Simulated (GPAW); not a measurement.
Runs of GPAW 26.7.0 on FeO (Wuestite). It takes space group Fm-3m (No. 225, cubic). Conventional cell: a = 4.311 Å, b = 4.311 Å, c = 4.311 Å, α = 90.00°, β = 90.00°, γ = 90.00°. Fe (site symmetry m-3m) has 6 O at 2.16 Å as nearest neighbours. O (site symmetry m-3m) is surrounded by 6 Fe at 2.16 Å. 

```csv
task,level,potentials or basis,cell,k mesh,smearing,optimizer,fmax,max steps,convergence,band path,gap on the mesh (eV),pressure (GPa),moment (μB),relaxed volume (Å³/atom)
single point,PBE,"GPAW PAW data sets (gpaw-data 1.2.1), pw",as given,11 × 11 × 11,gaussian 0.012 eV,-,-,-,-,-,none,0.8,4.00,-
relaxation of cell and atoms,PBE,"GPAW PAW data sets (gpaw-data 1.2.1), pw",relaxed,8 × 8 × 8,fermi-dirac 0.05 eV,BFGS,0.02 eV/Å,60,density=1e-05 forces=0.0001,-,none,0.0,4.00,10.06
relaxation of cell and atoms,PBE+D3(BJ),"GPAW PAW data sets (gpaw-data 1.2.1), pw",relaxed,8 × 8 × 8,fermi-dirac 0.05 eV,BFGS,0.02 eV/Å,60,density=1e-05 forces=0.0001,-,none,0.0,4.00,9.89
relaxation of cell and atoms,revPBE+D4,"the program's PAW data sets (release 1.2.1) made for this functional, pw",relaxed,11 × 11 × 11,fermi-dirac 0.05 eV,FIRE,0.01 eV/Å,60,density=1e-05 forces=0.0001,-,none,0.0,4.00,9.85
band structure,LDA,"PAW data sets generated in the run's folder for this functional, pw",as given,9 × 9 × 9,fermi-dirac 0.05 eV,-,-,-,-,"GXWKGLUWLK,UX",-,(b),4.00,-
relaxation of cell and atoms,LDA,"the program's PAW data sets (release 1.2.1) made for this functional, pw",relaxed,8 × 8 × 8,fermi-dirac 0.05 eV,BFGS,0.02 eV/Å,60,density=1e-05 forces=0.0001,-,none,0.1,3.84,(a)
relaxation of cell and atoms,revPBE,"the program's PAW data sets (release 1.2.1) made for this functional, pw",relaxed,11 × 11 × 11,fermi-dirac 0.05 eV,FIRE,0.05 eV/Å,40,density=1e-05 forces=0.0001,-,none,0.4,4.00,10.27
band structure,revPBE,"the program's PAW data sets (release 1.2.1) made for this functional, pw",as given,11 × 11 × 11,fermi-dirac 0.05 eV,-,-,-,-,"GXWKGLUWLK,UX",-,5.2,4.00,-
```

Alike in all rows: spin collinear, ferromagnetic start; cutoff (eV) 800.

**Question.** Fill in the values left out.

**Answer.** (a) 9.16; (b) -15.4.

Caveats: a cell with one magnetic atom can't hold antiferromagnetic order, which such compounds often take; semilocal functionals often make such compounds metallic where correlation or magnetic order opens a gap, which also shifts bond lengths; each step starts from the last one's moments, so a moment once lost doesn't come back (some runs); later steps reuse the first step's grids (some runs); pairwise dispersion overbinds metals, which lowers pressure and volume (some runs); so large a pressure means that the cell lies far from this level's equilibrium, or that cutoff or potentials fall short (some runs).

A k mesh can miss the band edges.

A gap of «none» marks a metal or a gap under the smearing width.

Not every run made on this cell is shown here.
